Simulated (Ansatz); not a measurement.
ZnSe (Stilleite): band structure with BLYP

**Experimental background.**

“Alloy Disordering Effects on the Thermal Conductivity and Energy Gap Temperature Dependence of Cd1−xZnxSe Ternary Crystals Grown by the Bridgman Method”, 2023, pmc:10253836 reports, for a bulk crystal of ZnSe at 300 K: band gap 2.695 ± 0.003 eV (an exciton energy, a little under the gap).

ZnSe (Stilleite):

```xyz
2
Lattice="0.0000 2.8338 2.8338 2.8338 0.0000 2.8338 2.8338 2.8338 0.0000" Properties=species:S:1:pos:R:3 pbc="T T T"
Se    4.2507    4.2507    4.2507
Zn    0.0000    0.0000    0.0000
```

```yaml
Program: Ansatz 0.2.0
Task: band structure
Functional: BLYP
Potentials_or_basis: Ansatz PAW
Cutoff: "420 eV (not typed: the program's choice for these potentials)"
k_mesh: 8 × 8 × 8
Occupations: fermi-dirac, width 0.05 eV
Spin: no spin polarisation
Path: "[[\"G\", \"X\", \"W\", \"K\", \"G\", \"L\", \"U\", \"W\", \"L\", \"K\"], [\"U\", \"X\"]]"
Points_for_each_segment_of_the_path: 14
```

```
Pressure                : 5.5 GPa
Band gap on the k mesh  : 1.23 eV, direct
Band gap along the path : 1.23 eV, direct
```

Levels at the corners of the path, in eV from the valence-band top:
| point | band 12 | band 13 | band 14 | band 15 | band 16 | band 17 |
| --- | --- | --- | --- | --- | --- | --- |
| Γ | 0.00 | 0.00 | 0.00 | 1.23 | 5.86 | 5.86 |
| X | -4.76 | -2.15 | -2.15 | 3.15 | 3.50 | 10.78 |
| W | -4.68 | -2.71 | -2.60 | 5.47 | 5.63 | 7.02 |
| K | -4.71 | -3.02 | -1.76 | 3.67 | 5.63 | 9.16 |
| Γ | 0.00 | 0.00 | 0.00 | 1.23 | 5.86 | 5.86 |
| L | -5.18 | -0.86 | -0.86 | 2.53 | 6.47 | 6.47 |
| U | -4.71 | -3.02 | -1.76 | 3.67 | 5.63 | 9.16 |
| W | -4.68 | -2.71 | -2.60 | 5.47 | 5.63 | 7.02 |
| L | -5.18 | -0.86 | -0.86 | 2.53 | 6.47 | 6.47 |
| K | -4.71 | -3.02 | -1.76 | 3.67 | 5.63 | 9.16 |
| U | -4.71 | -3.02 | -1.76 | 3.67 | 5.63 | 9.16 |
| X | -4.76 | -2.15 | -2.15 | 3.15 | 3.50 | 10.78 |

It took 5.5 s on 2 threads of Intel(R) Xeon(R) Processor @ 2.70GHz, with other jobs on the host, peak memory 0.38 GiB.

A measured gap of ZnSe is 2.695 eV (an exciton energy, a little under the gap; 300 K; “Alloy Disordering Effects on the Thermal Conductivity and Energy Gap Temperature Dependence of Cd1−xZnxSe Ternary Crystals Grown by the Bridgman Method”, 2023, pmc:10253836); the calculated 1.23 eV misses it by -1.46 eV. So large a miss can be the level of theory's own, or it may mean another phase, state or a wrong row. Spin-orbit coupling on Se is left out. The value is that of BLYP, without temperature or zero-point motion. Semilocal functionals fall short of measured gaps as a rule.

Caveat: the PAW data sets come from PBE, with cores solved anew for the run's functional, which leaves a small shift of forces and pressure.
